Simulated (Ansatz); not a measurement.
MoS2:

```
Mo S
1.0
     1.58000    0.91221    6.15000
    -1.58000    0.91221    6.15000
     0.00000   -1.82443    6.15000
Mo S
1 2
Direct
  0.00000 0.00000 0.00000
  0.41700 0.41700 0.41700
  0.25000 0.25000 0.25000
```

Measurements of this composition are mostly on another form, of space group No. 194.

Base run:

| Quantity | Value |
| --- | --- |
| Program | Ansatz 0.2.0 |
| Functional | r2SCAN |
| Potentials or basis | Ansatz PAW |
| Cutoff | 500 eV |
| Density cutoff | 2000 eV |
| k mesh | 6 × 6 × 6 |
| Occupations | fermi-dirac, width 0.05 eV |
| Spin | no spin polarisation |

Its results: band gap on the k mesh 0.99 eV, indirect (least direct gap 1.82 eV); pressure 4.2 GPa; largest force 0.369 eV/Å.

Task: After a change of settings the same cell gave: band gap on the k mesh 0.92 eV, indirect (least direct gap 1.70 eV); pressure 12.9 GPa; largest force 0.939 eV/Å. Which change was it?
A. functional from r2SCAN to LDA; cutoff from 500 eV to 420 eV; density cutoff from 2000 eV to 1680 eV; k mesh from 6 × 6 × 6 to 10 × 10 × 10
B. functional from r2SCAN to PBE; cutoff from 500 eV to 420 eV; density cutoff from 2000 eV to 1680 eV
C. k mesh from 6 × 6 × 6 to 10 × 10 × 10
D. functional from r2SCAN to BLYP; cutoff from 500 eV to 420 eV; density cutoff from 2000 eV to 1680 eV

Result: D.

Caveats: the PAW data sets come from PBE, with cores solved anew for the run's functional, which leaves a small shift of forces and pressure; the potentials were made for another functional, which shifts forces and pressure (some runs).

Not every run made on this cell is shown here.
